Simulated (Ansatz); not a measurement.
Structure: COD 9012924, as refined from experiment and not relaxed.

An input for Ti and the output that it gave: DFT, PBE, all-electron LAPW, scalar-relativistic (Ansatz 0.2.0).

Command: `ansatz run input.yaml --threads 1 --pin off --max-ram 3072MiB --backend cpu --events-out ev --progress --plain --runs-dir out` The run took 11 s on 1 thread of Arm Neoverse V1, on a shared host, peak memory 0.28 GiB.

```yaml
crystal:
  lattice:
    - [-1.641, 1.641, 1.641]
    - [1.641, -1.641, 1.641]
    - [1.641, 1.641, -1.641]
  atoms:
    - { symbol: Ti, position: [0.0, 0.0, 0.0] }
kpoints:
  mp_grid: { grid: [14, 14, 14] }
  band_path:
    path:
      - [0.0, 0.0, 0.0]
      - [0.5, -0.5, 0.5]
      - [0.0, 0.0, 0.5]
      - [0.0, 0.0, 0.0]
      - [0.25, 0.25, 0.25]
      - [0.5, -0.5, 0.5]
      - [0.25, 0.25, 0.25]
      - [0.0, 0.0, 0.5]
    npoints: 14
scf:
  occupations: { method: fermi_dirac, width: 0.05 }
hamiltonian:
  xc: pbe
  pseudopotentials: { kind: all_electron, lapw: { basis_error: 0.00025 } }
output:
  forces: true
  stress: true
  eigenvalues: true
  populations: true
  dos: { projected: true, de: 0.2, e_range: [-14, 8] }
```

Output:

```
Ti: projections on atomic orbitals take those of the free atom 1s2 2s2 2p6 3s2 3p6 3d2 4s2, of charge +0.00 (hamiltonian.pseudopotentials.projection_atoms)
LAPW: plane waves up to 8.313 Å⁻¹, error target 2.5e-4 eV per atom; small_component_spin mean_spin; Ti in spheres of 1.421 Å, 12 of its electrons in bands, Dirac shells []
Engine: ansatz 0.2.0
Pseudopotentials: kind: all_electron
Pseudopotential: Ti, LAPW, valence charge 12, Koelling and Harmon's equation, gaussian nucleus
Functional definition: PBE
  parameter kappa = 0.804
  parameter beta = 0.06672455060314922
  exchange = pbe_x(kappa = kappa, mu = beta*pi^2/3)
  correlation = pbe_c(beta = beta)
Crystal: 1 atoms, lattice volume = 17.676 Å³
Basis set: ecut = 263.3031996914074 eV, 177 PW (Γ), exchange–correlation at level 2
Bands: 10, of which v1, the nominal top of the filled ones, is band 6 counted from 1 (5 counted from 0)
Symmetry: 48 space group operations
Space group: Im-3m (ITA 229), of the structure as read, at distance tolerance 2.6e-5 Å
k-points: 104 of 2744
Non-local potential: Ti, projectors of the file, none
Initial density: superposition of atomic densities (chi_scale 0.1, normalization cell)
Initial wavefunctions: plane waves of lowest kinetic energy (no species holds an atomic orbital)
Functional: x = pbe(κ = 0.804, μ = 0.2195149727645171), c = pbe(β = 0.06672455060314922)
iter 1 solved again at ethr=6.13e-4 eV; its pass at ethr=1.00e-1 eV (dr2=7.36e-2 eV) is discarded
SCF iter   1: F=—  HF=-23233.388514 eV  |F-HF|=—  |Δ(HF+E_count)|=         —  Δρ=2.35e-2  dr2=7.41e-2  ethr=6.13e-4  ⟨swp⟩=2.8  Hψ=7677  notcnv=0
preconditioner: auto → none  [metal: Δε(μ)=0.026 eV  Ē_g=4.413 eV  σ=0.050 eV  W_gap=0.13  n_scr=0 (ndim 8)  ℏωp=17.7 eV  f_vac=0.000  D(μ)=2.42/eV (n_scr^D=42)]
iter 2 solved again at ethr=2.05e-6 eV; its pass at ethr=6.13e-4 eV (dr2=2.47e-4 eV) is discarded
SCF iter   2: F=—  HF=-23233.244149 eV  |F-HF|=—  |Δ(HF+E_count)|=   1.44e-1  Δρ=1.53e-3  dr2=2.45e-4  ethr=2.05e-6  ⟨swp⟩=2.8  Hψ=5791  notcnv=0
SCF iter   3: F=—  HF=-23233.225280 eV  |F-HF|=—  |Δ(HF+E_count)|=   1.89e-2  Δρ=2.88e-3  dr2=1.10e-3  ethr=2.04e-6  ⟨swp⟩=3.0  Hψ=3671  notcnv=0
SCF iter   4: F=—  HF=-23233.225220 eV  |F-HF|=—  |Δ(HF+E_count)|=   5.93e-5  Δρ=1.48e-4  dr2=2.46e-6  ethr=2.04e-6  ⟨swp⟩=2.0  Hψ=3061  notcnv=0
SCF iter   5: F=—  HF=-23233.225219 eV  |F-HF|=—  |Δ(HF+E_count)|=   1.41e-6  Δρ=4.39e-5  dr2=2.47e-7  ethr=2.05e-8  ⟨swp⟩=3.0  Hψ=3253  notcnv=0
SCF iter   6: F=-23233.225218 eV  HF=-23233.225218 eV  |F-HF|=1.81e-8  |Δ(HF+E_count)|=   5.42e-7  Δρ=5.07e-6  dr2=3.15e-9  ethr=2.06e-9  ⟨swp⟩=2.0  Hψ=3060  notcnv=0
SCF 1 converged in 6 iterations: F = -23233.225218 eV  dr2 = 3.15e-9
NSCF: frozen V_eff on 99 k-points
SCF converged after 6 iterations
Free energy (F): -23233.225218 eV
Harris-Foulkes:  -23233.225218 eV  (|F-HF|=1.81e-8)
Internal energy: -23233.204541 eV  (E = F + TS)
E sigma→0 (E₀):  -23233.214879 eV
Entropy (-TS):   -0.020678 eV (-20.678 meV/atom)
Fermi energy:    13.253184 eV
--- Per-component energies (eV) ---
  E_band       = -155.371203
  E_kinetic    = 23456.716251
  E_xc         = -1147.878660
  E_electrostatic = -45542.042131  (all electrons and nuclei)
  E_smearing   = -0.020678  (= −TS)
  E_closure    = 0.000000  (closes the sum)
  E_atoms      = -23226.621050  (free atoms, spherical and without spin; not in F)
  Σ components = -23233.225218   (vs F -23233.225218, Δ=0.00e0)
  Basis errors (estimates in eV, not in F): energy 2.8e-5 per atom: plane waves 2.2e-5 (1.2e-5 summed), levels above the bands 7.6e-70, relativity 2.8e-9, radial functions 5.8e-6, core shells 4.1e-8; eigenvalues (radial functions only) 2.3e-7; not estimated: angular momenta, meshes, grids; target (lapw.basis_error) 2.5e-4; muffin-tin radii Ti 1.421 Å
--- Forces (eV/Å), atoms counted from 1 ---
  atom   1  Ti    -0.00000000     0.00000000     0.00000000
  max |Σ_I F_I| component: 2.47e-32 eV/Å
--- Stress (GPa, compression-positive) ---
       -2.404344       0.000000      -0.000000
        0.000000      -2.404344       0.000000
       -0.000000       0.000000      -2.404344
  P = ⅓ Tr σ = -2.4043 GPa (-24.043 kbar)
--- Band table (eV; the first three rows and the last of 104) ---
  k-point 0: bands = ["-43.2662", "-19.1567", "-19.1567", "-19.1567", "7.3693", "14.2367", "14.2367", "14.2367", "15.9599", "15.9599"]
  k-point 1: bands = ["-43.2601", "-19.1895", "-19.1668", "-19.1569", "7.5405", "14.1592", "14.2143", "14.3606", "15.8710", "15.9647"]
  k-point 2: bands = ["-43.2432", "-19.2808", "-19.1952", "-19.1574", "8.0348", "13.9489", "14.1032", "14.7207", "15.7052", "15.9838"]
  k-point 103: bands = ["-43.0563", "-19.5958", "-19.5958", "-19.5958", "11.2119", "11.2119", "17.1023", "17.1023", "17.1023", "21.4880"]
--- Löwdin populations: 1 site ---
  site symbol       q [e]
     0     Ti     21.8761
  spilling = 0.005634 (of n_electrons = 22.000000)
```
